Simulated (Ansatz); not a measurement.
# The polar optical mode of AlAs at 20 GPa, worked through

The calculation used DFT PBE, scalar-relativistic, plane waves, PAW in Ansatz. Plane waves to 420 eV; Γ-centred k mesh 10×10×10; fixed occupations. No spin polarisation. Phonons by linear response, acoustic sum rule imposed.

The cell, relaxed at 20 GPa:
```
Al As
1.0
     0.00000    2.68263    2.68263
     2.68263    0.00000    2.68263
     2.68263    2.68263    0.00000
Al As
1 1
Direct
  0.00000 0.00000 0.00000
  0.75000 0.75000 0.75000
```

Other phases may be more stable at this pressure.

Linear response gives ν_TO = 431.2 cm⁻¹, Born charges ±2.035 e (positive on Al) and ε∞ = 8.783. The primitive cell holds 38.611 Å³, and the masses are 26.982 and 74.922 amu.

Q: Find ν_LO and the static dielectric constant.

A: The long-wave field adds a restoring force: ω_LO² − ω_TO² = Z*²e²/(ε_vac ε∞ μV). In these units ν_LO² − ν_TO² = 4.92064×10⁷ Z*²/(μ V ε∞) cm⁻², with μ = m₁m₂/(m₁ + m₂) = 19.837 amu: 30294 cm⁻². So ν_LO = √(431.2² + 30294) = 465.0 cm⁻¹, and the run gives 465.0. Lyddane–Sachs–Teller then gives ε0 = ε∞ (ν_LO/ν_TO)² = 10.21, against 10.21 in the run (it forms both from the same three quantities, so the match checks the arithmetic only). Between ν_TO and ν_LO the dielectric function is negative and an undamped crystal reflects fully: a reststrahlen band from 21.5 to 23.2 μm.

Q: What do the Clausius–Mossotti polarisability and the Szigeti charge come to?

A: With the Lorentz local field, α = (3V/4π)(ε∞ − 1)/(ε∞ + 2) = 6.65 Å³ for the pair, and e_S = 3Z*/(ε∞ + 2) = 0.57 e. The Born charge includes the electrons' response to the dipole's own local field, and e_S takes that enhancement out. The Lorentz field assumes point-like polarisable ions, a poor picture once ε∞ is this large, since the electron clouds then overlap or are shared, so both numbers are formal here.

Q: How strongly does a slow electron couple to the LO mode?

A: For one isotropic parabolic band, Fröhlich's constant is α_F = (1/ε∞ − 1/ε0) √(m* Ry/ħω_LO), with Ry = 13.606 eV, ħω_LO = 57.7 meV and m* in free-electron masses: α_F = 0.0160 × 15.36 × √m* = 0.25 √m*. The band mass isn't part of this run; for m* = 0.1, 0.3 and 1 it gives 0.08, 0.13, 0.25. In weak coupling the polaron lies α_F ħω_LO below the band edge (8 meV at m* = 0.3) with a mass m*(1 + α_F/6); past α_F of about 5 or 6 that expansion fails. A semilocal functional's ε∞ tends to be too large, which taken alone lowers α_F.

Cost: 1 run of about 0.55 core-minutes, on AMD EPYC 9R45 (Zen 5) (shared hosts).

Compressed AlAs behaves as a polar covalent semiconductor whose screening is mainly electronic: the lattice raises the dielectric constant only from 8.783 to 10.21. The easily polarised sp³ bonds weaken the long-range field of the optical mode, so the LO–TO splitting stays modest despite a Born charge of about two. That charge measures how the polarisation changes as the sublattices move, including charge shifted along the bonds, and is not a static ionic charge. The high mode frequencies reflect stiff, directional bonds and the light Al atom, which carries most of the relative motion.

The same small gap between electronic and static screening keeps the Fröhlich coupling weak for all the masses considered, which supports a large, lightly dressed polaron rather than a self-trapped carrier, as far as polar coupling alone is concerned. For electrons the single isotropic mass is a simplification, because the conduction-band minimum of zincblende AlAs lies at or near X, where the valleys are strongly anisotropic and intervalley scattering also matters.
